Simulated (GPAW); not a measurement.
# MnO (Fm-3m) in GPAW: reference runs

Aim: a first look at MnO with PBEsol, on the cell as given.

Everything below comes from runs of GPAW 26.7.0. Logs are shortened: lines on timing, memory, paths and dates and some standing lists are left out, and cuts for length are marked. The log counts tension as positive stress, the text compression.

## 1. The crystal as given

It takes space group Fm-3m (No. 225, cubic). The conventional cell has a = 4.448 Å, b = 4.448 Å, c = 4.448 Å, α = 90.00°, β = 90.00°, γ = 90.00°. Around Mn (site symmetry m-3m) lie 6 O at 2.22 Å. O (site symmetry m-3m) is surrounded by 6 Mn at 2.22 Å.

The cell is a database's computed one.

## 2. Single point, PBEsol, collinear spin, ferromagnetic start

Contents of run.py:

```python
from ase import Atoms
from ase.dft.bandgap import bandgap
from ase.io import write
from ase.units import Bohr, GPa
from gpaw import GPAW, PW, setup_paths
from gpaw.elf import elf_from_dft_calculation

setup_paths.insert(0, '.')

atoms = Atoms(['Mn', 'O'],
              cell=[[0.0, 2.2239077028, 2.2239077028],
                    [2.2239077028, 0.0, 2.2239077028],
                    [2.2239077028, 2.2239077028, 0.0]],
              scaled_positions=[[0.0, 0.0, 0.0],
                                [0.5, 0.5, 0.5]],
              pbc=True)
atoms.set_initial_magnetic_moments([4.0, 0.0])

calc = GPAW(mode=PW(800),
            xc='PBEsol',
            kpts={'size': (10, 10, 10), 'gamma': True},
            occupations={'name': 'fermi-dirac', 'width': 0.05},
            nbands=21,
            convergence={'density': 1e-05, 'energy': 1e-05},
            maxiter=150,
            txt='gpaw.txt')
atoms.calc = calc
energy = atoms.get_potential_energy()
forces = atoms.get_forces()
stress = atoms.get_stress()
calc.write('gs.gpw')
write('result.traj', atoms)
print(f'Energy: {energy:.6f} eV')
print('Forces (eV/A):')
print(forces.round(4))
print('Stress (GPa):', (stress / GPa).round(3))
print('Moments:', calc.get_magnetic_moments().round(3))
print('Fermi level:', round(calc.get_fermi_level(), 4), 'eV')
print(f'Gap: {bandgap(calc)[0]:.4f} eV, direct: {bandgap(calc, direct=True)[0]:.4f} eV')

# fields on the real-space grid
write('density.cube', atoms, data=calc.get_pseudo_density() * Bohr**3)
write('potential.cube', atoms, data=calc.get_electrostatic_potential())
write('spin.cube', atoms, data=(calc.get_pseudo_density(spin=0) - calc.get_pseudo_density(spin=1)) * Bohr**3)
write('elf.cube', atoms, data=elf_from_dft_calculation(calc).data)
```

Potentials or basis: PAW data sets generated in the run's folder for this functional, pw.

Started as:

```console
> gpaw-setup -f PBEsol Mn O
> OMP_NUM_THREADS=1 python run.py
```

gpaw.txt:

```text
__  _  _
 | _ |_)|_||  |
 |__||  | ||/\| - 26.7.0

Input parameters:
  mode=PW(ecut=800.0),
  convergence={'density': 1e-05, 'energy': 1e-05},
  kpts=MonkhorstPack(size=(10, 10, 10), gamma=True),
  maxiter=150,
  nbands=21,
  occupations=Occupations(name='fermi-dirac', width=0.05),
  xc=XC(name='PBEsol')

Diagonalizing LCAO Hamiltonian
Converting LCAO to pw mode

              O

       Mn

Atoms  # Å, Bohr magnetons
|   | symbol |        x |        y |        z |    initial magnetic moments |
|---|--------|----------|----------|----------|-----------------------------|
| 0 |     Mn | 0.000000 | 0.000000 | 0.000000 | ( 0.0000,  0.0000,  4.0000) |
| 1 |      O | 2.223908 | 2.223908 | 2.223908 | ( 0.0000,  0.0000,  0.0000) |

Unit cell  # Å
| periodic |        x |        y |        z |  lengths |    angles |
|----------|----------|----------|----------|----------|-----------|
|      yes | 0.000000 | 2.223908 | 2.223908 | 3.145080 | 60.000000 |
|      yes | 2.223908 | 0.000000 | 2.223908 | 3.145080 | 60.000000 |
|      yes | 2.223908 | 2.223908 | 0.000000 | 3.145080 | 60.000000 |

Number of symmetries: 48
Symmetry operations  # r_c * U_cc + t_c -> r_c
|    | kind |            matrix            |
|----|------|------------------------------|
|  0 |  σ   |  1, 0, 0,  1, 0,-1,  1,-1, 0 |
|  1 |  C2  |  1, 0, 0,  1,-1, 0,  1, 0,-1 |
|  2 |  E   |  1, 0, 0,  0, 1, 0,  0, 0, 1 |
|  3 |  σ   |  1, 0, 0,  0, 0, 1,  0, 1, 0 |
|  4 |  C4  |  1, 0,-1,  1, 0, 0,  1,-1, 0 |
|  5 |  S6  |  1, 0,-1,  1,-1, 0,  1, 0, 0 |
|  6 |  σ   |  1, 0,-1,  0, 1,-1,  0, 0,-1 |
|  7 |  C3  |  1, 0,-1,  0, 0,-1,  0, 1,-1 |
|  8 |  S6  |  1,-1, 0,  1, 0, 0,  1, 0,-1 |
|  9 |  C4  |  1,-1, 0,  1, 0,-1,  1, 0, 0 |
| 10 |  C3  |  1,-1, 0,  0,-1, 1,  0,-1, 0 |
| 11 |  σ   |  1,-1, 0,  0,-1, 0,  0,-1, 1 |
| 12 |  σ   |  0, 1, 0,  1, 0, 0,  0, 0, 1 |
| 13 |  C4  |  0, 1, 0,  0, 1,-1, -1, 1, 0 |
| 14 |  C3  |  0, 1, 0,  0, 0, 1,  1, 0, 0 |
| 15 |  S6  |  0, 1, 0, -1, 1, 0,  0, 1,-1 |
| 16 |  C2  |  0, 1,-1,  1, 0,-1,  0, 0,-1 |
| 17 |  σ   |  0, 1,-1,  0, 1, 0, -1, 1, 0 |
| 18 |  S4  |  0, 1,-1,  0, 0,-1,  1, 0,-1 |
| 19 |  C4  |  0, 1,-1, -1, 1, 0,  0, 1, 0 |
| 20 |  C3  |  0, 0, 1,  1, 0, 0,  0, 1, 0 |
| 21 |  σ   |  0, 0, 1,  0, 1, 0,  1, 0, 0 |
| 22 |  S6  |  0, 0, 1,  0,-1, 1, -1, 0, 1 |
| 23 |  C4  |  0, 0, 1, -1, 0, 1,  0,-1, 1 |
| 24 |  S4  |  0, 0,-1,  1, 0,-1,  0, 1,-1 |
| 25 |  C3  |  0, 0,-1,  0, 1,-1,  1, 0,-1 |
| 26 |  C2  |  0, 0,-1,  0,-1, 0, -1, 0, 0 |
| 27 |  S6  |  0, 0,-1, -1, 0, 0,  0,-1, 0 |
| 28 |  S4  |  0,-1, 1,  1,-1, 0,  0,-1, 0 |
| 29 |  C4  |  0,-1, 1,  0, 0, 1, -1, 0, 1 |
| 30 |  C2  |  0,-1, 1,  0,-1, 0,  1,-1, 0 |
| 31 |  σ   |  0,-1, 1, -1, 0, 1,  0, 0, 1 |
| 32 |  C3  |  0,-1, 0,  1,-1, 0,  0,-1, 1 |
| 33 |  S6  |  0,-1, 0,  0, 0,-1, -1, 0, 0 |
| 34 |  S4  |  0,-1, 0,  0,-1, 1,  1,-1, 0 |
| 35 |  C2  |  0,-1, 0, -1, 0, 0,  0, 0,-1 |
| 36 |  C2  | -1, 1, 0,  0, 1, 0,  0, 1,-1 |
| 37 |  S6  | -1, 1, 0,  0, 1,-1,  0, 1, 0 |
| 38 |  S4  | -1, 1, 0, -1, 0, 1, -1, 0, 0 |
| 39 |  C3  | -1, 1, 0, -1, 0, 0, -1, 0, 1 |
| 40 |  S6  | -1, 0, 1,  0, 0, 1,  0,-1, 1 |
| 41 |  C2  | -1, 0, 1,  0,-1, 1,  0, 0, 1 |
| 42 |  C3  | -1, 0, 1, -1, 1, 0, -1, 0, 0 |
| 43 |  S4  | -1, 0, 1, -1, 0, 0, -1, 1, 0 |
| 44 |  C2  | -1, 0, 0,  0, 0,-1,  0,-1, 0 |
| 45 |  i   | -1, 0, 0,  0,-1, 0,  0, 0,-1 |
| 46 |  σ   | -1, 0, 0, -1, 1, 0, -1, 0, 1 |
| 47 |  C2  | -1, 0, 0, -1, 0, 1, -1, 1, 0 |

BZ-sampling:
  Number of BZ points: 1000
  Number of IBZ points: 47

  Monkhorst-Pack size: [10, 10, 10]
  Monkhorst-Pack shift: [0.05, 0.05, 0.05]

K-points  # in reciprocal-cell coordinates
|     |                                coordinates |     weight |
|-----|--------------------------------------------|------------|
|   0 | (  0.00000000,   0.00000000,   0.00000000) | 0.00100000 |
|   1 | (  0.10000000,   0.10000000,   0.00000000) | 0.00600000 |
|   2 | (  0.10000000,   0.10000000,   0.10000000) | 0.00800000 |
|   3 | (  0.20000000,   0.10000000,   0.10000000) | 0.01200000 |
|   4 | (  0.20000000,   0.20000000,   0.00000000) | 0.00600000 |
|   5 | (  0.20000000,   0.20000000,   0.10000000) | 0.02400000 |
|   6 | (  0.20000000,   0.20000000,   0.20000000) | 0.00800000 |
|   7 | (  0.30000000,   0.20000000,   0.10000000) | 0.02400000 |
|   8 | (  0.30000000,   0.20000000,   0.20000000) | 0.02400000 |
|   9 | (  0.30000000,   0.30000000,   0.00000000) | 0.00600000 |
| ... |                                            |            |
|  46 | (  0.50000000,   0.50000000,   0.50000000) | 0.00400000 |

Plane wave coefficients: 1158
Cutoff: 800.0 eV

Spin-components: 2 (collinear spins)
Bands:           21
Projectors:      11
Spin-degeneracy: 1
Datatype:        complex128

Parallelization:
  kpt:    1
  domain: 1
  band:   1

Density:
  Valence electrons: 21.0
  Components: 2
  Grid points: [21 21 21]
  Charge: 0.0  # |e|

Potential:
  Grid points: [21 21 21]

species:
  Mn:
    name:    Manganese
    Z:       25.0
    valence: 15
    core:    10
    charge:  0.0  # [|e|]
    compensation charges:
      type: gauss
      rc: 0.38  # [Å]
      lmax: 2
    cutoffs:
      filter: 2.14  # [Å]
      core: 0.86  # [Å]
    projectors
    | kind |    occ | energy [eV] | rcut [Å] |
    |------|--------|-------------|----------|
    |   3s |  2.000 |     -85.624 |    1.275 |
    |   4s |  2.000 |      -5.124 |    1.275 |
    |   3p |  6.000 |     -54.486 |    1.281 |
    |   4p |  0.000 |      -1.348 |    1.281 |
    |   3d |  5.000 |      -6.794 |    1.138 |
    |    d |        |      20.417 |    1.138 |

    Using partial waves for Mn as LCAO basis

  O:
    name:    Oxygen
    Z:       8.0
    valence: 6
    core:    2
    charge:  0.0  # [|e|]
    compensation charges:
      type: gauss
      rc: 0.21  # [Å]
      lmax: 2
    cutoffs:
      filter: 1.17  # [Å]
      core: 0.83  # [Å]
    projectors
    | kind |    occ | energy [eV] | rcut [Å] |
    |------|--------|-------------|----------|
    |   2s |  2.000 |     -23.808 |    0.688 |
    |   2p |  4.000 |      -8.972 |    0.598 |
    |    s |        |       3.404 |    0.688 |
    |    p |        |      18.239 |    0.598 |
    |    d |        |       0.000 |    0.619 |

    Using partial waves for O as LCAO basis

Reference energy: -33517.279615  # eV

eigensolver:
  PPCG
  Converge bands: occupied
  niter=2

density mixing:
  MSR1-Mixer
  Pratt-step length: 0.05
  Maximum mixing coefficient: 0.75
  Old densities: 10
  SVD Regularization: 0.005
  Good broyden scale: 1.0
  Trust region scale: 1.0
  Backstep threshold: 4.0
  History deletion threshold: 6.0
  Fourier metric: weight=20.0, sigma=0.015

occupation numbers:
  Fermi-Dirac:
    width: 0.0500  # eV

poisson solver:
  ecut: 6400.0  # eV

xc functional:
  name: PBEsol with 2 nearest neighbor stencil

convergence criteria:
- Maximum integral of absolute [dens]ity change: 1e-05 electrons / valence electron
- Maximum [total energy] change in last 3 cyles: 1e-05 eV / valence electron
- Maximum integral of absolute [eigenst]ate change: 4e-08 eV^2 / valence electron
maximum number of iterations: 150

SCF iterations
|iter     | |      energy | eigst |  dens |  magmom |
|---------|-|-------------|-------|-------|---------|
|iter:   1| |  -18.572707 | +0.15 |       |  +4.0031|
|iter:   2| |  -18.361445 | -2.05 | -0.94 |  +4.0409|
|iter:   3| |  -17.940916 | -2.17 | -0.99 |  +4.3443|
|iter:   4| |  -17.961535 | -3.73 | -1.51 |  +4.4729|
|iter:   5| |  -17.970773 | -3.23 | -1.80 |  +4.6090|
|iter:   6| |  -17.971719 | -4.65 | -2.29 |  +4.6630|
|iter:   7| |  -17.972054 | -4.19 | -2.58 |  +4.7117|
|iter:   8| |  -17.972072 | -6.88 | -3.38 |  +4.7160|
|iter:   9| |  -17.972073c| -7.55c| -3.90 |  +4.7163|
|iter:  10| |  -17.972073c| -8.71c| -5.19c|  +4.7163|

Converged in 10 steps
Energy contributions relative to reference atoms: (reference = -33517.279615)

Energy contributions:
  Kinetic:          19.778242
  Coulomb:         -17.321973
  Zero:              0.314238
  External:          0.000000
  Xc:              -20.737284
  Entropy:          -0.010592
  Spinorbit:         0.000000
  ----------------------------
  Free energy:     -17.977369
  Extrapolated:    -17.972073

dipole moment: (-9.773870, -9.773870, -9.773870)  # |e|*Ang

Total magnetic moment: (0.000000, 0.000000, 4.716341)

Local magnetic moments
|        x |        y |        z |
|----------|----------|----------|
| 0.000000 | 0.000000 | 4.188807 |  # Mn   0
| 0.000000 | 0.000000 | 0.161504 |  # O    1

Fermi level: 8.076
Eigenvalues  # (at kpt = [0.000, 0.000, 0.000])
| band index |      eig [eV] | occ [0-1] |      eig [eV] | occ [0-1] |
|------------|---------------|-----------|---------------|-----------|
|          0 |       -73.170 |     1.000 |       -68.505 |     1.000 |
|        ... |               |           |               |           |
|          3 |       -42.079 |     1.000 |       -37.504 |     1.000 |
|          4 |       -12.217 |     1.000 |       -11.749 |     1.000 |
|          5 |         4.182 |     1.000 |         4.596 |     1.000 |
|          6 |         4.182 |     1.000 |         4.596 |     1.000 |
|          7 |         4.182 |     1.000 |         4.596 |     1.000 |
|          8 |         4.862 |     1.000 |         8.670 |     0.000 |
[... 8 lines left out ...]
|         17 |        24.121 |     0.000 |        25.737 |     0.000 |
|         18 |        27.478 |     0.000 |        29.773 |     0.000 |
|        ... |               |           |               |           |
|         20 |        27.478 |     0.000 |        29.773 |     0.000 |

No gap
No difference between direct/indirect transitions

Forces  # eV/Ang
|        x |        y |        z |
|----------|----------|----------|
| -0.00000 |  0.00000 | -0.00000 |  # Mn   0
| -0.00000 | -0.00000 | -0.00000 |  # O    1

Stress tensor  # eV/Ang^3
|        x |        y |        z |
|----------|----------|----------|
| 0.036932 | 0.000000 | 0.000000 |
| 0.000000 | 0.036932 | 0.000000 |
| 0.000000 | 0.000000 | 0.036932 |

# Writing to gs.gpw (mode='')
```

It took 59 s on 1 thread of Arm Neoverse V1, shared host; peak memory 0.19 GiB.

Results:

```yaml
Free_energy: -17.9774 eV
Pressure: -5.9 GPa
Band_gap_on_the_k_mesh: none (metal or under the smearing width)
Net_moment: 4.72 μB per cell
Site_moments: Mn +4.19; O +0.16 μB
```

Caveat: a cell with one magnetic atom can't hold antiferromagnetic order, which such compounds often take; semilocal functionals often make such compounds metallic where correlation or magnetic order opens a gap, which also shifts bond lengths. With open d or f shells a metallic result of PBEsol can be an artefact of self-interaction; +U or a hybrid may open a gap.

## 3. Equation of state, PBEsol, collinear spin, ferromagnetic start

Contents of run.py:

```python
from ase import Atoms
from ase.eos import EquationOfState
from ase.io import Trajectory
from ase.units import GPa
from gpaw import GPAW, PW, setup_paths

setup_paths.insert(0, '.')

atoms = Atoms(['Mn', 'O'],
              cell=[[0.0, 2.2239077028, 2.2239077028],
                    [2.2239077028, 0.0, 2.2239077028],
                    [2.2239077028, 2.2239077028, 0.0]],
              scaled_positions=[[0.0, 0.0, 0.0],
                                [0.5, 0.5, 0.5]],
              pbc=True)
atoms.set_initial_magnetic_moments([4.0, 0.0])

traj = Trajectory('eos.traj', 'w')
volumes, energies = [], []
for x in [0.94, 0.96, 0.98, 1.0, 1.02, 1.04, 1.06]:
    a = atoms.copy()
    a.set_cell(atoms.cell * x**(1 / 3), scale_atoms=True)
    calc = GPAW(mode=PW(800),
                xc='PBEsol',
                kpts={'size': (10, 10, 10), 'gamma': True},
                occupations={'name': 'fermi-dirac', 'width': 0.05},
                nbands=21,
                convergence={'density': 1e-05, 'energy': 1e-05},
                maxiter=150,
                txt=f'eos-{x:.2f}.txt')
    a.calc = calc
    energies.append(a.get_potential_energy(force_consistent=True))
    volumes.append(a.get_volume())
    p = -a.get_stress()[:3].mean() / GPa
    calc.write(f'eos-{x:.2f}.gpw')
    traj.write(a)
    print(f'{x:.2f} {volumes[-1]:10.4f} A^3 {energies[-1]:14.6f} eV {p:9.3f} GPa', flush=True)

v0, e0, B = EquationOfState(volumes, energies, eos='birchmurnaghan').fit()
print(f'V0 = {v0:.4f} A^3, E0 = {e0:.6f} eV, B0 = {B / GPa:.2f} GPa')
```

Potentials or basis: PAW data sets generated in the run's folder for this functional, pw.

Started as:

```console
> gpaw-setup -f PBEsol Mn O
> OMP_NUM_THREADS=1 python run.py
```

Run time: 6.6 min. Hardware: 1 thread of Arm Neoverse V1, shared host; peak memory 0.36 GiB.

Results (log left out):

```
Equilibrium volume : 10.23 Å³/atom (rough: see the caveat)
Bulk modulus       : 68 GPa (rough)
```

Energy against volume, from the lowest point:
| volume (Å³/atom) | energy (meV/atom) |
| --- | --- |
| 10.339 | 0.00 |
| 10.559 | 1.86 |
| 10.779 | 6.55 |
| 10.999 | 13.60 |
| 11.219 | 22.60 |
| 11.439 | 34.35 |
| 11.659 | 48.95 |

Caveat: the fit is doubtful: noisy points or a state that changes with volume; the minimum lies outside the volumes run.
